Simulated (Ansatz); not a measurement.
The cell comes from COD entry 1011323, which wasn't checked; take it as a given geometry. It is an old determination, and later ones may differ.

NbC: DFT, PBEsol, PAW with Ansatz's default frozen-core files, scalar-relativistic (Ansatz 0.2.0).

Command: `ansatz run input.yaml --threads 1 --pin off --max-ram 3072MiB --backend cpu --events-out ev --progress --plain --runs-dir out` The run took 13 s on 1 thread of Arm Neoverse V2, on a shared host, peak memory 0.35 GiB.

```yaml
crystal:
  lattice:
    - [0.0, 2.2, 2.2]
    - [2.2, 0.0, 2.2]
    - [2.2, 2.2, 0.0]
  atoms:
    - { symbol: Nb, position: [0.0, 0.0, 0.0] }
    - { symbol: C, position: [0.5, 0.5, 0.5] }
kpoints:
  mp_grid: { grid: [14, 14, 14] }
  band_path:
    path:
      - [0.0, 0.0, 0.0]
      - [0.5, 0.0, 0.5]
      - [0.625, 0.25, 0.625]
      - [0.375, 0.375, 0.75]
      - [0.0, 0.0, 0.0]
      - [0.5, 0.5, 0.5]
      - [0.5, 0.25, 0.75]
      - [0.5, 0.0, 0.5]
    npoints: 14
scf:
  occupations: { method: fermi_dirac, width: 0.08 }
hamiltonian:
  xc: pbesol
  pseudopotentials: { kind: paw }
output:
  forces: true
  stress: true
  eigenvalues: true
  efg: { contact_densities: true }
  populations: true
  bader: true
  dos: { projected: true, de: 0.2, e_range: [-14, 8] }
  write_density: true
  write_potential: true
  elf: true
  volumetric_format: npy
```

Output:

```
Nb: output.efg is read without spin–orbit coupling, which moves field gradients at and beside such atoms by some per cent and up to a factor of two; PAW files take it under magnetization.noncollinear and magnetization.spin_orbit
Engine: ansatz 0.2.0
Pseudopotentials: kind: paw
Pseudopotential: Nb, paw, valence charge 13, recommended cutoff 420 eV (normal)
Pseudopotential: C, paw, valence charge 4, recommended cutoff 420 eV (normal)
Functional definition: PBEsol
  exchange = pbesol_x
  correlation = pbesol_c
Crystal: 2 atoms, lattice volume = 21.296 Å³
Basis set: ecut = 420 eV, 411 PW (Γ), exchange–correlation on 48×48×48 points (8 copies of the dense FFT grid, shifted against one another)
Bands: 13, of which v1, the nominal top of the filled ones, is band 9 counted from 1 (8 counted from 0)
Symmetry: 48 space group operations
Space group: Fm-3m (ITA 225), of the structure as read, at distance tolerance 2.8e-5 Å
k-points: 104 of 2744
Non-local potential: Nb, projectors of the file, l = 0: 3, l = 1: 2, l = 2: 2, l = 3: 1
Non-local potential: C, projectors of the file, l = 0: 2, l = 1: 2, l = 2: 1
PAW form: soft (Blöchl's): semilocal exchange-correlation on the pseudo side does not see the compensation charge
PAW frozen core: Nb, regenerated for the run's functional, and the local potential with it (the file was generated under x = pbe(κ = 0.804, μ = 0.2195149727645171), c = pbe(β = 0.06672455060314922))
PAW frozen core: C, regenerated for the run's functional, and the local potential with it (the file was generated under x = pbe(κ = 0.804, μ = 0.2195149727645171), c = pbe(β = 0.06672455060314922))
PAW one-centre angular grid: Nb, 590 points (default); XC on 64 Gauss nodes
PAW one-centre angular grid: C, 110 points (default); XC on 64 Gauss nodes
Initial density: superposition of atomic densities (neutral atoms: chi_scale 0, normalization atom), corrected by the library's trained network
Initial wavefunctions: pseudopotential atomic-orbital guess
Functional: x = pbesol(κ = 0.804, μ = 0.12345679012345678), c = pbesol(β = 0.046)
SCF iter   1: F=—  HF=-4743.370288 eV  |F-HF|=—  |Δ(HF+E_count)|=         —  Δρ=6.29e-3  dr2=8.31e-3  ethr=1.77e-3  ⟨swp⟩=5.1  Hψ=16042  notcnv=0  defer=22
automatic band count: the SCF goes on with 17 bands, as 13 were too few: the levels above may hold too much charge
preconditioner: auto → none  [metal: Δε(μ)=0.102 eV  Ē_g=14.464 eV  σ=0.080 eV  W_gap=0.31  n_scr=8 (ndim 8)  ℏωp=24.1 eV  f_vac=0.000  D(μ)=0.64/eV (n_scr^D=0)  sad-step TF]
SCF iter   2: F=—  HF=-4743.368935 eV  |F-HF|=—  |Δ(HF+E_count)|=   1.35e-3  Δρ=4.17e-3  dr2=3.96e-3  ethr=4.89e-5  ⟨swp⟩=1.0  Hψ=2600  notcnv=0  defer=28
SCF iter   3: F=—  HF=-4743.367972 eV  |F-HF|=—  |Δ(HF+E_count)|=   9.63e-4  Δρ=4.94e-4  dr2=3.80e-5  ethr=2.33e-5  ⟨swp⟩=1.8  Hψ=1744  notcnv=0  defer=29
SCF iter   4: F=—  HF=-4743.367958 eV  |F-HF|=—  |Δ(HF+E_count)|=   1.42e-5  Δρ=9.23e-5  dr2=1.27e-6  ethr=2.24e-7  ⟨swp⟩=2.6  Hψ=2359  notcnv=0  defer=29
iter 5 did not close the SCF: its close was put off for the readings that it lacked (scf_convergence_deferred on its scf_iter line)
SCF iter   5: F=-4743.367958 eV  HF=-4743.367958 eV  |F-HF|=1.23e-8  |Δ(HF+E_count)|=   9.16e-8  Δρ=1.08e-5  dr2=1.91e-8  ethr=7.48e-9  ⟨swp⟩=1.8  Hψ=1719  notcnv=0  defer=29
SCF iter   6: F=-4743.367958 eV  HF=-4743.367958 eV  |F-HF|=3.00e-11  |Δ(HF+E_count)|=   5.94e-9  Δρ=1.23e-6  dr2=1.25e-10  ethr=1.12e-10  ⟨swp⟩=7.8  Hψ=9377  notcnv=0
SCF 1 converged in 6 iterations: F = -4743.367958 eV  dr2 = 1.25e-10
  greatest PAW one-centre occupation: 0.998 electrons in one spin orbital (limit 2), on the Nb atom at site 0 (counted from 0), in its partial waves of l = 0
NSCF: frozen V_eff on 99 k-points
SCF converged after 6 iterations
Free energy (F): -4743.367958 eV
Harris-Foulkes:  -4743.367958 eV  (|F-HF|=3.00e-11)
Internal energy: -4743.354101 eV  (E = F + TS)
E sigma→0 (E₀):  -4743.361029 eV
Entropy (-TS):   -0.013857 eV (-6.928 meV/atom)
Fermi energy:    19.720220 eV
--- Per-component energies (eV) ---
  E_band       = -17.883111
  E_kinetic    = 488.103921
  E_local      = -672.178467  (includes V_loc(G=0)·N_el)
  E_nonlocal   = 145.901176
  E_hartree    = 204.974432
  E_xc         = -224.923071
  E_vxc        = -275.459613  (∫ρ·V_xc dr)
  E_paw        = -3112.065141  (= ΣΔE_a)
  E_vpaw       = -114.198844  (= ΣTr[D̂ρ^β])
  E_aug_tail   = 0.000018  (compensation charges beyond the density's cutoff)
  E_ewald      = -1573.376778
  E_core_change = 0.209809  (= ΣΔE_core)
  E_smearing   = -0.013857  (= −TS)
  E_closure    = 0.000000  (closes the sum)
  Σ components = -4743.367958   (vs F -4743.367958, Δ=0.00e0)
--- Forces (eV/Å), atoms counted from 1 ---
  atom   1  Nb    -0.00000000     0.00000000     0.00000000
  atom   2  C      0.00000000    -0.00000000     0.00000000
  max |Σ_I F_I| component: 7.36e-30 eV/Å
--- Stress (GPa, compression-positive) ---
       11.662967       0.000000       0.000000
       -0.000000      11.662967       0.000000
       -0.000000       0.000000      11.662967
  P = ⅓ Tr σ = 11.6630 GPa (116.630 kbar)
--- PAW observables at the nuclei: V_zz in 10²¹ V/m², potentials from the cell's mean, atoms counted from 1 ---
  atom   1  Nb V_zz =    +0.000000   η = 0.0000   by run symmetry: forbidden
            electrostatic potential = -6145.655534 V   contact ρ = 540033.824505 e/Å³
  atom   2  C  V_zz =    +0.000000   η = 0.0000   by run symmetry: forbidden
            electrostatic potential = -427.408353 V   contact ρ = 862.169895 e/Å³
--- Band table (eV; the first three rows and the last of 104) ---
  k-point 0: bands = ["-35.8460", "-11.5591", "-11.5591", "-11.5591", "6.0200", "18.2626", "18.2626", "18.2626", "19.4293", "19.4293", "19.4293", "20.0704", "20.0704", "27.8548", "29.5384", "42.7547", "42.7547"]
  k-point 1: bands = ["-35.8394", "-11.6130", "-11.5639", "-11.5639", "6.1604", "17.6688", "18.0102", "18.0102", "18.7873", "18.7873", "19.7702", "21.2387", "21.2387", "28.0897", "29.8781", "41.6321", "42.1297"]
  k-point 2: bands = ["-35.8209", "-11.7618", "-11.5774", "-11.5774", "6.5635", "16.5869", "17.0234", "17.0234", "18.9986", "18.9986", "20.2165", "22.8163", "22.8163", "28.6635", "30.7853", "39.7820", "40.4920"]
  k-point 103: bands = ["-35.6662", "-12.2380", "-12.1178", "-11.9226", "8.1703", "14.9760", "15.0972", "15.2677", "20.7248", "21.8566", "23.2031", "24.9813", "25.8155", "32.6399", "33.6270", "33.7023", "37.4459"]
--- Löwdin populations: 2 sites ---
  site symbol       q [e]
     0     Nb     12.3487
     1      C      4.6044
  spilling = 0.002761 (of n_electrons = 17.000000)
--- Bader charges: 2 sites ---
  site symbol  charge [e]  shift [e]
     0     Nb      1.7102     0.0014
     1      C     -1.7102     0.0014
  estimated error of the sums over rays = 7.6e-4 e
```

populations.tsv:

```
# site	symbol	l	j	q
# orbitals = lowdin
# n_electrons = 17.000000
# spilling = 0.002761
0	Nb	0_4S	-	1.888485
0	Nb	0_5S	-	0.465512
0	Nb	1_4P	-	5.979496
0	Nb	2_4D	-	4.015192
1	C	0_2S	-	1.245341
1	C	1_2P	-	3.359043
```

bader_charges.tsv:

```
# site	symbol	x_ang	y_ang	z_ang	partial_charge_e	electrons	volume_ang3	relative_density_drop	shared_charge_e	partial_wave_shift_e
# quadrature_error_electrons = 7.6e-4
0	Nb	0.0000	0.0000	0.0000	1.71021	39.28979	10.67	-	1.71021	0.00142
1	C	2.2000	2.2000	2.2000	-1.71022	7.71022	10.63	-	-1.71022	0.00142
```

Spin polarisation is left out, and whether a magnetic state lies lower isn't shown here.
